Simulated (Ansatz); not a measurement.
Bulk crystal (SnO) after relaxation:

```cif
data_structure
_symmetry_space_group_name_H-M 'P4/nmm:1'
_symmetry_Int_Tables_number 129
_cell_length_a 3.8080
_cell_length_b 3.8080
_cell_length_c 4.9341
_cell_angle_alpha 90.000
_cell_angle_beta 90.000
_cell_angle_gamma 90.000
_cell_volume 71.55
loop_
_atom_site_label
_atom_site_type_symbol
_atom_site_symmetry_multiplicity
_atom_site_Wyckoff_symbol
_atom_site_fract_x
_atom_site_fract_y
_atom_site_fract_z
_atom_site_occupancy
Sn1 Sn 2 c 0.00000 0.50000 0.23247 1
O1 O 2 a 0.00000 0.00000 0.00000 1
```

Miller indices refer to the conventional cell of P4/nmm (No. 129), a = 3.808 Å, b = 3.808 Å, c = 4.934 Å, α = 90.00°, β = 90.00°, γ = 90.00°. The bulk's gap is 0.36 eV.

The (001) slab of 9 planes, 12.2 Å thick with 15 Å of vacuum as cut; outer planes Sn (top) and Sn (bottom).

Level of theory: DFT r2SCAN, scalar-relativistic, plane waves, PAW (Ansatz 0.2.0). Plane waves to 500 eV, a k mesh through Γ of 9×9×1 on the computed 12-atom cell and Gaussian smearing (0.05 eV); no spin polarisation. A dipole correction removes the field between periodic images along c.

The surface energy is small: either the cut is weakly bound (this functional has no dispersion correction), or the bulk reference is not the lowest structure.

With the atoms at the bulk's places:

```
Surface energy (mean of both faces)                : 0.11 J/m²
Gap of the slab on the mesh                        : 1.06 eV
Bulk valence band top under the vacuum level       : 4.26 eV
Bulk conduction band bottom under the vacuum level : 3.90 eV
```

(1) What changes when all atoms relax within this surface cell and its symmetry?

The gap is read on a mesh, which can miss the band edges, so it can be too wide. Gaps are read on the k points sampled, so a band crossing between them can be missed.

Results:

(1) The energy falls by 0.001 J/m² a face, and the largest move is 0.01 Å.

```
Surface energy (mean of both faces)                : 0.11 J/m²
Gap of the slab on the mesh                        : 1.05 eV
Bulk valence band top under the vacuum level       : 4.23 eV
Bulk conduction band bottom under the vacuum level : 3.87 eV
```

| plane (bottom to top) | atoms | spacing to next, bulk (Å) | relaxed (Å) | change (%) |
| --- | --- | --- | --- | --- |
| 1 | Sn | 1.147 | 1.156 | +0.8 |
| 2 | O2 | 1.147 | 1.151 | +0.4 |
| 3 | Sn | 2.640 | 2.638 | -0.1 |
| 4 | Sn | 1.147 | 1.147 | 0.0 |
| 5 | O2 | 1.147 | 1.147 | 0.0 |
| 6 | Sn | 2.640 | 2.638 | -0.1 |
| 7 | Sn | 1.147 | 1.151 | +0.4 |
| 8 | O2 | 1.147 | 1.156 | +0.8 |
| 9 | Sn |  |  |  |